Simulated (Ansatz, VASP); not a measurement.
## Two plane-wave programs on TiO2

```xyz
6
Lattice="4.5941 0.0000 0.0000 0.0000 4.5941 0.0000 0.0000 0.0000 2.9589" Properties=species:S:1:pos:R:3 pbc="T T T"
Ti    0.0000    0.0000    0.0000
Ti    2.2971    2.2971    1.4794
O     1.4044    1.4044    0.0000
O     0.8926    3.7015    1.4794
O     3.1897    3.1897    0.0000
O     3.7015    0.8926    1.4794
```

Alike in both runs: task single point; functional PBEsol; k mesh 4 × 4 × 7; occupations fermi-dirac, width 0.1 eV; collinear spin; Hubbard terms Ti d U = 3.5 eV.

|  | VASP | Ansatz |
| --- | --- | --- |
| version | VASP 6.6.1 | Ansatz 0.2.0 |
| potentials or method | VASP PAW PBE potentials, release 64 (Ti_sv, O) | PAW, plane waves, scalar-relativistic |
| plane-wave cutoff (eV) | 520 | 420 |
| valence electrons in the cell | 48 | 48 |

|  | VASP | Ansatz | Ansatz less VASP |
| --- | --- | --- | --- |
| pressure (GPa) | 5.6 | 1.4 | -4.16 |
| largest component of the traceless stress (GPa) | 2.04 | 1.35 | -0.686 |
| rms of the force components (eV/Å) | 0.127 | 0.057 | -0.0700 |
| net moment per atom (μB) | 0.00 | 0.00 | 0.000 |

The programs project onto different local orbitals, so the same U acts differently. Atom by atom the forces differ by 0.070 eV/Å (rms over components). Ansatz warned: «seeded_moment_not_kept».

Caveats: the PAW data sets were made with another functional, which shifts forces and pressure a little (VASP). A k mesh can miss the band edges. The state reached can hang on the start; a lower one may exist.
